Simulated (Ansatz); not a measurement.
**TaN: how the settings move a single-point run**

How sensitive is a single-point run of TaN to its settings? A reference run comes first, then one run with altered input.

Program: Ansatz 0.2.0. Level of theory: reference: DFT, PBE, all-electron LAPW, scalar-relativistic. These are calculated values, not measurements.

1 further run of the same task is left out (it didn't finish). Runs told in other sessions of the task aren't counted.

### 1 The system as given

It takes space group P-6m2 (No. 187, hexagonal). The conventional cell has a = 2.938 Å, b = 2.938 Å, c = 2.883 Å, α = 90.00°, β = 90.00°, γ = 120.00°. Ta (site symmetry -6m2) is surrounded by 6 N at 2.23 Å. N (site symmetry -6m2) has 6 Ta at 2.23 Å in its first shell of neighbours.

Coordinates:

```
Ta N
1.0
     2.93800    0.00000    0.00000
    -1.46900    2.54438    0.00000
     0.00000    0.00000    2.88300
Ta N
1 1
Direct
  0.33333 0.66667 0.50000
  0.00000 0.00000 0.00000
```

### 2 Reference

Contents of input.yaml:

```yaml
crystal:
  lattice:
    - [2.938, 0.0, 0.0]
    - [-1.469, 2.5443826363, 0.0]
    - [0.0, 0.0, 2.883]
  atoms:
    - { symbol: Ta, position: [0.3333333333, 0.6666666667, 0.5] }
    - { symbol: "N", position: [0.0, 0.0, 0.0] }
kpoints:
  mp_grid: { grid: [9, 9, 8] }
scf:
  occupations: { method: fermi_dirac, width: 0.03 }
hamiltonian:
  xc: pbe
  pseudopotentials: { kind: all_electron, lapw: { basis_error: 0.001 } }
output:
  forces: true
  stress: true
  eigenvalues: true
  populations: true
```

Command:

```sh
$ ansatz run input.yaml --threads 1 --pin off --max-ram 2048MiB --backend cpu --events-out ev --progress --plain --runs-dir out
```

### 3 Changed: n_extra_bands 2, xc_grid 2

input.yaml, as its differences from that of step 2:

```diff
@@ -12,2 +12,3 @@
   occupations: { method: fermi_dirac, width: 0.03 }
+  n_extra_bands: 2
 hamiltonian:
@@ -20 +21,3 @@
   populations: true
+basis:
+  xc_grid: 2
```

**Question.** What will these runs give? Wanted: for each run, ending; energy change; pressure; gap; force.

The runs gave:

```tsv
run	ending	energy change	pressure (GPa)	gap (eV)	force (eV/Å)	cycles	time
reference	converged	0	4.8	0.00	0.00	8	26 s
1: n_extra_bands 2, xc_grid 2	converged	0.0 meV/atom	4.8	0.00	0.00	8	24 s
```

Residual by cycle in the longest SCF loop of each run; runs are numbered as in the table. The quantity is the density residual dr2, in eV.

```tsv
cycle	reference	run 1
1	3.34	3.34
2	1.48	1.48
3	0.0563	0.0562
4	0.0017	0.0017
5	0.001	0.001
6	3.6e-5	3.6e-5
7	3.4e-7	3.3e-7
8	8.6e-9	8.9e-9
```

What this shows: The changed input (band count and numerical grids) leaves the energy the same to the digits printed.
